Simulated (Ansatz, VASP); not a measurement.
**Ba: VASP beside Ansatz**

INCAR

```
PREC     = Accurate       # precision mode
ENCUT    = 520            # plane-wave cutoff, eV
EDIFF    = 1E-7           # SCF threshold, eV
ISMEAR   = -1             # smearing method
SIGMA    = 0.05           # smearing width, eV
LREAL    = F              # projectors in reciprocal space
LASPH    = T              # aspherical terms in the spheres
NELM     = 80             # most SCF steps
ALGO     = Normal         # electronic algorithm
ISIF     = 2              # what is computed and relaxed
LWAVE    = F              # write WAVECAR
LCHARG   = F              # write CHGCAR
GGA      = PE             # functional
NBANDS   = 11             # bands
```

KPOINTS

```
regular mesh
0
Gamma
  7 7 7
```

POSCAR

```
Ba
1.0
    3.9524870000     -0.0272260000     -0.0529490000
   -0.0272260000      3.9273530000     -0.0003170000
   -0.0529490000     -0.0003170000      3.8746210000
Ba
1
Direct
    0.0027360000      0.0044820000     -0.0105820000
```

Contents of input.yaml:

```yaml
crystal:
  lattice:
    - [3.952487, -0.027226, -0.052949]
    - [-0.027226, 3.927353, -0.000317]
    - [-0.052949, -0.000317, 3.874621]
  atoms:
    - { symbol: Ba, position: [0.002736, 0.004482, -0.010582] }
hamiltonian:
  xc: pbe
  pseudopotentials: { kind: paw }
kpoints:
  mp_grid: { grid: [7, 7, 7] }
scf:
  occupations: { method: fermi_dirac, width: 0.05 }
output:
  forces: true
  stress: true
  eigenvalues: true
  write_density: true
  write_potential: true
  elf: true
  volumetric_format: npy
```

Change from the starting cell: cell strained at random at fixed volume.

Alike in both runs: task single point; functional PBE; k mesh 7 × 7 × 7; occupations fermi-dirac, width 0.05 eV; no spin polarisation.

|  | VASP | Ansatz |
| --- | --- | --- |
| version | VASP 6.6.1 | Ansatz 0.2.0 |
| potentials or method | VASP PAW PBE potentials, release 64 (Ba_sv) | Ansatz PAW |
| plane-wave cutoff (eV) | 520 | 420 |
| valence electrons in the cell | 10 | 10 |

VASP gave:

| Property | Result |
| --- | --- |
| gap on the k mesh at the Fermi level (eV) | 0.07 |
| least direct gap on the mesh (eV) | 0.07 |
| pressure (GPa) | 0.4 |
| largest component of the traceless stress (GPa) | 0.37 |

Task: Estimate Ansatz's values.

Result: gap on the k mesh at the Fermi level (eV): 0.07; least direct gap on the mesh (eV): 0.07; pressure (GPa): 0.2; largest component of the traceless stress (GPa): 0.36.

With one functional, cell and mesh, what is left measures potentials, basis and numerics.

Caveats: spin-orbit coupling is left out, which moves the levels of the heavy elements (VASP); an odd mesh through Γ misses points on the zone boundary, where band edges often lie (VASP).
